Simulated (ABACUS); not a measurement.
Wanted: the native input for an ABACUS 3.10.1 run.

- Task: band structure
- Functional: rSCAN
- Potentials or basis: SG15 ONCV 1.2 PBE
- Cutoff: 1320 eV
- Density cutoff: 5279 eV
- Basis: plane waves
- Occupations: fermi-dirac, width 0.05 eV
- Spin: collinear spin, ferromagnetic start
- Starting moments: [2.0] μB
- Radial cutoff of the potentials (pseudo_rcut): 10 bohr
- Threshold of the eigensolver: 1e-07 Ry
- Density: read from an earlier self-consistent run
- Path: G-H-N-G-P-H, P-N
- Points for each segment of the path: 10
- SCF threshold on the density: 1e-08
- Max SCF steps: 100
- Eigensolver: dav
- Mixing: broyden
- Mixing share: 0.4
- Symmetry key: -1

Crystal: V.

```xyz
1
Lattice="-1.5144 1.5144 1.5144 1.5144 -1.5144 1.5144 1.5144 1.5144 -1.5144" Properties=species:S:1:pos:R:3 pbc="T T T"
V     0.0000    0.0000    0.0000
```

One way to write it, as run:

INPUT

```
INPUT_PARAMETERS
suffix              V
calculation         nscf
basis_type          pw
pseudo_dir          ./
symmetry            -1
dft_functional      MGGA_X_RSCAN+MGGA_C_RSCAN
ecutwfc             97.0
pseudo_rcut         10
nspin               2
nbands              18
ks_solver           dav
smearing_method     fd
smearing_sigma      0.00367493
scf_thr             1e-08
scf_nmax            100
mixing_type         broyden
mixing_beta         0.4
mixing_tau          1
init_chg            file
pw_diag_thr         1e-07
out_band            1
kpar                4
```

STRU

```
ATOMIC_SPECIES
V 50.9415 V_ONCV_PBE-1.2.upf

LATTICE_CONSTANT
1.8897261246

LATTICE_VECTORS
-1.5143500000 1.5143500000 1.5143500000
1.5143500000 -1.5143500000 1.5143500000
1.5143500000 1.5143500000 -1.5143500000

ATOMIC_POSITIONS
Direct

V
0.0
1
0.0000000000 0.0000000000 0.0000000000 1 1 1 mag 2
```

KPT

```
K_POINTS
8
Line
0.00000000 0.00000000 0.00000000 10 // G
0.50000000 -0.50000000 0.50000000 10 // H
0.00000000 0.00000000 0.50000000 10 // N
0.00000000 0.00000000 0.00000000 10 // G
0.25000000 0.25000000 0.25000000 10 // P
0.50000000 -0.50000000 0.50000000 1 // H
0.25000000 0.25000000 0.25000000 10 // P
0.00000000 0.00000000 0.50000000 1 // N
```

Potentials or basis: SG15 ONCV 1.2 PBE, plane waves.

Run with:

```bash
$ OMP_NUM_THREADS=1 mpirun -np 4 abacus > log
```

It took 6.3 s on 4 MPI ranks on Intel(R) Xeon(R) 6975P-C (Granite Rapids), on a shared host, peak memory 0.32 GiB a rank.
